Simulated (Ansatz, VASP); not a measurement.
NiGe in VASP and in Ansatz

Contents of INCAR:

```
SYSTEM = NiGe
PREC     = Accurate       ! precision mode
ENCUT    = 600            ! plane-wave cutoff, eV
EDIFF    = 1E-7           ! SCF threshold, eV
ISMEAR   = 0              ! smearing method
SIGMA    = 0.1            ! smearing width, eV
LREAL    = .False.        ! projectors in reciprocal space
LASPH    = .True.         ! aspherical terms in the spheres
NELM     = 80             ! most SCF steps
ALGO     = Normal         ! electronic algorithm
ISIF     = 3              ! what is computed and relaxed
LWAVE    = .False.        ! write WAVECAR
LCHARG   = .False.        ! write CHGCAR
GGA      = PE             ! functional
IBRION   = 2              ! ionic algorithm
NSW      = 90             ! ionic steps
EDIFFG   = -0.04          ! ionic threshold
```

File KPOINTS:

```
regular mesh
0
Gamma
  6 6 6
  0 0 0
```

The input POSCAR:

```
NiGe
1.0
    2.7561760212      0.0000000000      0.0000000000
    0.0000000000      2.7561760212      0.0000000000
    0.0000000000      0.0000000000      3.6125592849
Ni Ge
1 1
Direct
    0.5000000000      0.5000000000      0.5000000000
    0.0000000000      0.0000000000      0.0000000000
```

Input for Ansatz:

```yaml
crystal:
  lattice:
    - [2.7561760212, 0.0, 0.0]
    - [0.0, 2.7561760212, 0.0]
    - [0.0, 0.0, 3.6125592849]
  atoms:
    - { symbol: Ni, position: [0.5, 0.5, 0.5] }
    - { symbol: Ge, position: [0.0, 0.0, 0.0] }
basis:
  ecutwfc: 420
kpoints:
  mp_grid: { grid: [6, 6, 6] }
hamiltonian:
  xc: pbe
scf:
  occupations: { method: gaussian, width: 0.1 }
  lower_state_search: "off"
output:
  forces: true
  stress: true
  eigenvalues: true
relax:
  adjacent_minimum: "off"
  f_tol: 0.04
  max_steps: 70
  cell: { stress_tol: 0.4 }
```

Alike in both runs: task relaxation of cell and atoms; functional PBE; k mesh 6 × 6 × 6; occupations gaussian, width 0.1 eV; no spin polarisation.

|  | VASP | Ansatz |
| --- | --- | --- |
| version | VASP 6.6.1 | Ansatz 0.2.0 |
| potentials or method | VASP PAW PBE potentials, release 64 (Ni, Ge_d) | scalar-relativistic, plane waves, PAW |
| plane-wave cutoff (eV) | 600 | 420 |
| valence electrons in the cell | 24 | 32 |

```tsv
	VASP	Ansatz	Ansatz less VASP
gap on the k mesh at the Fermi level, each at its own relaxed structure (eV)	none	none	-
relaxed volume (Å³/atom)	13.12	13.10	-0.018
relaxed cell length with the largest relative difference (Å)	3.008	2.993	-0.0155
energy change over the relaxation (meV/atom)	-58	-59	-1.2
```

A gap of «none» marks a metal or a gap that the smearing closes. The two sets of potentials don't hold the same shells in valence.

Caveats: the k mesh is coarse (spacing up to 0.38 Å⁻¹), so the values aren't converged. Spin polarisation is off, so any magnetic state and its effect on volume and gap are missing.
